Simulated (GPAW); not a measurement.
Two runs for the F K edge of atom 2 in KF (Carobbiite, Fm-3m). Run A: GPAW, PBE, full core hole (charged cell), 12-atom cell with 6.5 Å between holes, 3×3×3 k points, dipole transitions, Gaussian full width 0.9 eV up to 4 eV, rising linearly to 3.5 eV at 25 eV. Run B differs in one choice.

Energy from the lowest empty level; intensity scaled to a mean of 1 over the first 20 eV:

| E (eV) | A | B |
| --- | --- | --- |
| -2.0 | 0.00 | 0.00 |
| -1.5 | 0.00 | 0.00 |
| -1.0 | 0.00 | 0.00 |
| -0.5 | 0.00 | 0.00 |
| 0.0 | 0.01 | 0.01 |
| 0.5 | 0.05 | 0.05 |
| 1.0 | 0.09 | 0.10 |
| 1.5 | 0.19 | 0.22 |
| 2.0 | 1.09 | 1.22 |
| 2.5 | 2.83 | 3.09 |
| 3.0 | 2.71 | 2.62 |
| 3.5 | 1.15 | 1.04 |
| 4.0 | 0.67 | 0.63 |
| 4.5 | 0.52 | 0.51 |
| 5.0 | 0.95 | 0.99 |
| 5.5 | 1.57 | 1.62 |
| 6.0 | 1.48 | 1.49 |
| 6.5 | 1.30 | 1.30 |
| 7.0 | 1.19 | 1.21 |
| 7.5 | 0.91 | 0.93 |
| 8.0 | 0.64 | 0.65 |
| 8.5 | 0.54 | 0.54 |
| 9.0 | 0.53 | 0.53 |
| 9.5 | 0.56 | 0.57 |
| 10.0 | 0.60 | 0.62 |
| 10.5 | 0.63 | 0.65 |
| 11.0 | 0.69 | 0.67 |
| 11.5 | 0.74 | 0.71 |
| 12.0 | 0.73 | 0.75 |
| 12.5 | 0.64 | 0.72 |
| 13.0 | 0.50 | 0.62 |
| 13.5 | 0.40 | 0.49 |
| 14.0 | 0.40 | 0.40 |
| 14.5 | 0.53 | 0.42 |
| 15.0 | 0.72 | 0.56 |
| 15.5 | 0.94 | 0.76 |
| 16.0 | 1.15 | 0.97 |
| 16.5 | 1.37 | 1.18 |
| 17.0 | 1.60 | 1.39 |
| 17.5 | 1.82 | 1.62 |
| 18.0 | 1.93 | 1.83 |
| 18.5 | 1.89 | 1.94 |
| 19.0 | 1.69 | 1.91 |
| 19.5 | 1.40 | 1.72 |
| 20.0 | 1.10 | 1.44 |
| 20.5 | 0.85 | 1.14 |
| 21.0 | 0.67 | 0.88 |
| 21.5 | 0.57 | 0.70 |
| 22.0 | 0.51 | 0.58 |
| 22.5 | 0.51 | 0.52 |
| 23.0 | 0.53 | 0.50 |
| 23.5 | 0.59 | 0.51 |
| 24.0 | 0.66 | 0.55 |
| 24.5 | 0.74 | 0.62 |
| 25.0 | 0.82 | 0.70 |
| 25.5 | 0.89 | 0.78 |
| 26.0 | 0.94 | 0.86 |
| 26.5 | 0.96 | 0.92 |
| 27.0 | 0.96 | 0.95 |
| 27.5 | 0.94 | 0.97 |
| 28.0 | 0.90 | 0.96 |
| 28.5 | 0.85 | 0.93 |
| 29.0 | 0.79 | 0.89 |
| 29.5 | 0.73 | 0.83 |
| 30.0 | 0.68 | 0.77 |

Question: What was changed?
a) the k mesh of the field
b) the broadening
c) the volume of the cell
d) the plane-wave cutoff

(c): run B changes the volume scale from 1 to 0.94. The scaled spectrum changes by 12 % r.m.s. The highest intensity below 16 eV goes from 2.7 eV (3.13) to 2.7 eV (3.29). Other settings could leave a like mark; this is the one that was changed.

[Hosts, paths, dates, database ids (printed as entryN), source tags and the programs' standing remarks are cut or masked in the printed files.]

[Lists of maxima count a maximum above −3 eV only where it reaches 4 % of the highest in the window and stands out from its surroundings by 2 % of it (1.5 % where it reaches 55 %); shoulders and weaker maxima are passed over, and of the rest the first, up to two pre-edge ones and the few strongest are named.]
